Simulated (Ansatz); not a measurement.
The equilibrium volume of Ag, sorted by core time

**What was measured.** The equilibrium volume of Ag (Silver) (Fm-3m) is reported as 17.05 Å³/atom (arxiv:1608.01376). The runs below try to reproduce it.

The structure is cubic, space group Fm-3m (No. 225). Conventional cell: a = 4.085 Å, b = 4.085 Å, c = 4.085 Å, α = 90.00°, β = 90.00°, γ = 90.00°. Ag (site symmetry m-3m) is surrounded by 12 Ag at 2.89 Å.

| rung | level | program and potentials | cutoff (eV) | k mesh | smearing | task | spin | core time | chip | equilibrium volume (Å³/atom) | miss | notes |
| --- | --- | --- | --- | --- | --- | --- | --- | --- | --- | --- | --- | --- |
| GGA + dispersion | BLYP+D4 | Ansatz, Ansatz PAW | 420 | 11 × 11 × 11 | fermi-dirac 0.05 | relaxation of cell and atoms | off | 4.3 s | Arm Neoverse V1 | 17.37 | +1.9 % | potentials made for PBE, which Ansatz adapts in part |
| GGA + dispersion | PBEsol+D4 | Ansatz, Ansatz PAW | 420 | 11 × 11 × 11 | fermi-dirac 0.05 | relaxation of cell and atoms | off | 4.3 s | Arm Neoverse V2 | 16.21 | -4.9 % | potentials made for PBE, which Ansatz adapts in part |
| GGA | revPBE | Ansatz, Ansatz PAW | 420 | 11 × 11 × 11 | fermi-dirac 0.05 | relaxation of cell and atoms | off | 4.7 s | Arm Neoverse V1 | 18.41 | +8.0 % | potentials made for PBE, which Ansatz adapts in part |
| GGA + dispersion | PBE+D3(BJ) | Ansatz, Ansatz PAW | 420 | 11 × 11 × 11 | fermi-dirac 0.05 | equation of state | off | 5 s | Arm Neoverse V2 | 16.84 | -1.2 % | - |
| GGA | PBE | Ansatz, SPMS NC | 599 | 11 × 11 × 11 | fermi-dirac 0.05 | equation of state | off | 6.9 s | Arm Neoverse V2 | 17.81 | +4.5 % | - |
| GGA + dispersion + U (7.5 eV) | PBE+D4+U (Ag d U = 7.5 eV, fll (the default)) | Ansatz, Ansatz PAW | 420 | 8 × 8 × 8 | methfessel-paxton 0.2 | relaxation of cell and atoms | SOC, no magnetisation | 15 s | Arm Neoverse V1 | 17.76 | +4.2 % | - |
| GGA | PBE | Ansatz, PseudoDojo standard | 1116 | 11 × 11 × 11 | fermi-dirac 0.05 | equation of state | off | 22 s | Arm Neoverse V1 | 17.79 | +4.3 % | - |
| hybrid | B3LYP | Ansatz, Ansatz PAW | 420 | 6 × 6 × 6 | fermi-dirac 0.05 | relaxation of cell and atoms | off | 65 s | Arm Neoverse V1 | 19.27 | +13.0 % | coarse mesh; potentials made for PBE, which Ansatz adapts in part |

Times are single runs on shared hosts and different chips, so they are rough; meshes, cutoffs and the tasks' sizes weigh on the time. Smearing widths are in eV. For a metal such meshes aren't converged. Meshes differ between rows, which moves values too. Meshes are those of the run's cell of 1 atom unless a note names another. Relaxations start from the cell shown or near it and stop with a little pressure left. Misses use the values as printed. Runs on faulty files, with rough fits or with known faults for this quantity aren't shown.

By rung: GGA + dispersion 16.21 to 17.37; GGA 17.79 to 18.41; GGA + dispersion + U (7.5 eV) 17.76; hybrid on coarse meshes 19.27 (Å³/atom). Measured: 17.05 Å³/atom (arxiv:1608.01376). Closest, coarse meshes and atomic bases left aside, is PBE+D3(BJ) (-1.2 %), and PBE misses by +4.3 % to +4.5 % on plain settings. The runs are for a static lattice, while measurements hold temperature and zero-point motion.
